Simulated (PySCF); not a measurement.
**How exact exchange moves a shielding**

Molecule: 1-Butene (SMILES C=CCC).

Molfile (atoms numbered from 1):
```
C4H8
     RDKit          3D

 12 11  0  0  0  0  0  0  0  0999 V2000
    1.9049    0.3130    0.5702 C   0  0  0  0  0  0  0  0  0  0  0  0
    0.6802    0.6802    0.1914 C   0  0  0  0  0  0  0  0  0  0  0  0
   -0.2573   -0.1433   -0.6347 C   0  0  0  0  0  0  0  0  0  0  0  0
   -1.5559   -0.4756    0.0949 C   0  0  0  0  0  0  0  0  0  0  0  0
    2.3258   -0.6543    0.2755 H   0  0  0  0  0  0  0  0  0  0  0  0
    2.5349    0.9625    1.1839 H   0  0  0  0  0  0  0  0  0  0  0  0
    0.2992    1.6590    0.5139 H   0  0  0  0  0  0  0  0  0  0  0  0
   -0.4982    0.4102   -1.5606 H   0  0  0  0  0  0  0  0  0  0  0  0
    0.2485   -1.0706   -0.9510 H   0  0  0  0  0  0  0  0  0  0  0  0
   -1.3578   -1.0643    1.0038 H   0  0  0  0  0  0  0  0  0  0  0  0
   -2.2368   -1.0566   -0.5455 H   0  0  0  0  0  0  0  0  0  0  0  0
   -2.0873    0.4391    0.4030 H   0  0  0  0  0  0  0  0  0  0  0  0
  1  2  2  0
  2  3  1  0
  3  4  1  0
  1  5  1  0
  1  6  1  0
  2  7  1  0
  3  8  1  0
  3  9  1  0
  4 10  1  0
  4 11  1  0
  4 12  1  0
M  END
```

GIAO shieldings (ppm, equivalent atoms averaged) in PySCF 2.14 on the PBE0-D3(BJ)/def2-SVP geometry, basis pcSseg-2, gas phase, non-relativistic:

| functional | exact exchange (%) | σ(C1) | σ(C3) |
| --- | --- | --- | --- |
| BLYP | 0 | 54.9 | 137.8 |
| BP86 | 0 | 58.0 | 143.3 |
| PBE | 0 | 57.9 | 143.2 |
| B3LYP | 20 | 57.0 | 144.0 |
| PBE0 | 25 | 60.6 | 150.3 |
| BHandHLYP | 50 | 60.7 | 151.5 |
| HF | 100 | 69.8 | 162.1 |

Task: Fit each shielding as a line in the percentage of exact exchange.

Result: σ(C1) = 56.4 + 0.12 x (rms 1.5 ppm); σ(C3) = 141.7 + 0.21 x (rms 2.3 ppm). The functionals also differ in their semilocal parts, which the line can't hold; Hartree–Fock has no correlation at all.

Task: What does the line predict for mPW1PW91 (25 %), and what does the run give?

Result: σ(C1): 59.4 predicted, 59.9 computed; σ(C3): 146.9 predicted, 149.7 computed ppm.
